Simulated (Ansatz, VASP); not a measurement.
# Ba3HfO: VASP beside Ansatz

```
Ba Hf O
1.0
     7.91043    0.00000    0.00000
    -3.95521    6.85063    0.00000
     0.00000    0.00000    3.99586
Ba Hf O
3 1 1
Direct
  0.50000 0.00000 0.50000
  0.00000 0.50000 0.50000
  0.50000 0.50000 0.50000
  0.00000 0.00000 0.50000
  0.00000 0.00000 0.00000
```

Alike in both runs: functional PBE; k mesh 3 × 3 × 4; occupations gaussian, width 0.1 eV; no spin polarisation.

Ansatz relaxed the structure, and its values are those at the end. VASP's run is a single point on that final structure, the one shown.

```csv
,VASP,Ansatz
version,VASP 6.6.1,Ansatz 0.2.0
potentials or method,"VASP PAW PBE potentials, release 64 (Ba_sv, Hf_pv, O)","scalar-relativistic, plane waves, PAW"
plane-wave cutoff (eV),520,420
valence electrons in the cell,46,62
```

VASP gave:

```
gap on the k mesh at the Fermi level (eV) : none
pressure (GPa)                            : 0.1
```

Task: Estimate Ansatz's values.

Result: gap on the k mesh at the Fermi level (eV): none; pressure (GPa): 0.2.

A gap of «none» marks a metal or a gap that the smearing closes. The functional is the same, so the differences come from potentials, cutoffs and numerics. The two sets of potentials don't hold the same shells in valence.

Caveats: the k mesh is coarse (spacing up to 0.39 Å⁻¹), so the values aren't converged. The runs have no spin-orbit coupling, so splittings on Ba, Hf are missing.
